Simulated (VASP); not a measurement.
GaN: work function with PBEsol

GaN, a slab with vacuum:

```
Ga N
1.0
     3.18000    0.00000    0.00000
     0.00000    5.16600    0.00000
     0.00000    0.00000   21.93383
Ga N
10 10
Direct
  0.00000 0.00000 0.22796
  0.50000 0.50000 0.26981
  0.50000 0.00000 0.35352
  0.00000 0.50000 0.39537
  0.00000 0.00000 0.47907
  0.50000 0.50000 0.52093
  0.50000 0.00000 0.60463
  0.00000 0.50000 0.64648
  0.00000 0.00000 0.73019
  0.50000 0.50000 0.77204
  0.00000 0.37500 0.22796
  0.50000 0.87500 0.26981
  0.50000 0.37500 0.35352
  0.00000 0.87500 0.39537
  0.00000 0.37500 0.47907
  0.50000 0.87500 0.52093
  0.50000 0.37500 0.60463
  0.00000 0.87500 0.64648
  0.00000 0.37500 0.73019
  0.50000 0.87500 0.77204
```

```
Program                : VASP 6.6.1
Task                   : work function
Functional             : PBEsol
Potentials or basis    : VASP PAW PBE potentials, release 64 (Ga_d, N)
Cutoff                 : 520 eV
k mesh                 : 8 × 6 × 1
Occupations            : gaussian, width 0.05 eV
Spin                   : no spin polarisation
Vacuum (Å)             : 10
Dipole correction      : yes
Further INCAR settings : ALGO = Normal; EDIFF = 1e-06
```

- Largest force: 2.520 eV/Å
- Band gap on the k mesh: 0.61 eV, direct
- Ionisation potential of the upper face: 5.13 eV

Forces on the atoms (eV/Å):
```
Ga   0.000  1.987  1.550
Ga   0.000 -1.319 -1.505
Ga   0.000  0.382  0.235
Ga   0.000 -0.339 -0.157
Ga   0.000 -0.089  0.080
Ga   0.000 -0.089 -0.080
Ga   0.000 -0.339  0.157
Ga   0.000  0.382 -0.235
Ga   0.000 -1.319  1.505
Ga   0.000  1.987 -1.550
N    0.000 -0.633  0.422
N    0.000 -0.386 -1.060
N    0.000  0.165  0.590
N    0.000  0.102 -0.226
N    0.000  0.129  0.153
N    0.000  0.129 -0.153
N    0.000  0.102  0.226
N    0.000  0.165 -0.590
N    0.000 -0.386  1.060
N    0.000 -0.633 -0.422
```

Levels at points of the mesh, in eV from the valence-band top:
```csv
k point,band 88,band 89,band 90,band 91,band 92,band 93
"(0.00, 0.00, 0.00)",-0.26,-0.02,0.00,0.61,1.05,2.57
"(0.50, 0.00, 0.00)",-1.67,-0.52,-0.52,1.94,1.94,4.75
"(0.00, 0.50, 0.00)",-0.33,-0.32,-0.32,1.40,1.40,4.02
"(0.50, 0.50, 0.00)",-1.85,-0.29,-0.29,1.91,1.91,4.06
```

It took 4.3 min on 8 MPI ranks on Intel(R) Xeon(R) Platinum 8559C (Emerald Rapids), with other jobs on the host, peak memory 0.75 GiB a rank.

Caveat: the PAW data sets were made with another functional, which shifts forces and pressure a little. PBEsol gaps usually lie below the measured ones, often by a third to a half.
